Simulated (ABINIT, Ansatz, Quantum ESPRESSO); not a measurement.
The equilibrium volume of 11 crystals: PBE beside PBEsol

Computed equilibrium volume (Å³/atom) at each level. Volumes are each level's own minimum, from an equation of state or a relaxation of the cell. Spin polarisation and spin-orbit coupling are off unless named.

- PBE: Ansatz (all-electron LAPW, scalar-relativistic) for LiF, NaF, CuZn, AuZn, KF, SrCl2, KCl, NaI; Quantum ESPRESSO (SSSP 1.3 efficiency PBE) for Ca, Sr; ABINIT (PseudoDojo NC SR PBE v0.4.1 standard) for CdF2; cutoffs 748 to 1442 eV for plane waves; k meshes of 343 to 1331 points
- PBEsol: Ansatz (all-electron LAPW, scalar-relativistic) for LiF, NaF, CuZn, AuZn, KF, SrCl2, KCl, NaI; ABINIT (PseudoDojo NC SR PBEsol v0.4.1 standard) for CdF2; Quantum ESPRESSO (PseudoDojo 0.4.1 SR PBEsol standard) for Ca; Quantum ESPRESSO (GBRV 1.5 PBEsol) for Sr; cutoffs 612 to 1388 eV for plane waves; k meshes of 343 to 1331 points

| crystal | PBE | PBEsol |
| --- | --- | --- |
| LiF (Fm-3m) | 8.404 | 8.031 |
| NaF (Fm-3m) | 12.995 | 12.404 |
| CuZn (Pm-3m) | 13.044 | 12.322 |
| CdF2 (Fm-3m) | 13.700 | 12.993 |
| AuZn (Pm-3m) | 16.210 | 15.338 |
| KF (Fm-3m) | 19.911 | 18.677 |
| SrCl2 (Fm-3m) | 29.092 | 27.472 |
| KCl (Fm-3m) | 32.488 | 30.424 |
| NaI (Fm-3m) | 34.813 | 32.827 |
| Ca (Fm-3m) | 42.168 | 40.515 |
| Sr (Fm-3m) | 54.739 | 51.964 |

PBEsol lies below PBE in 11 of 11 crystals, with a median shift of -5.4 % (-6.4 % for KCl to -3.9 % for Ca). The figures use the values as printed. Spin-orbit coupling, where left out, moves volumes and moduli of the heaviest elements a little. Meshes of this size aren't converged for the metals. Columns can differ in potentials, cutoffs, task and smearing within a row, which adds scatter of its own. Where several set-ups ran one level, the entry is one near their median; a run lay far from it for NaF, Sr.
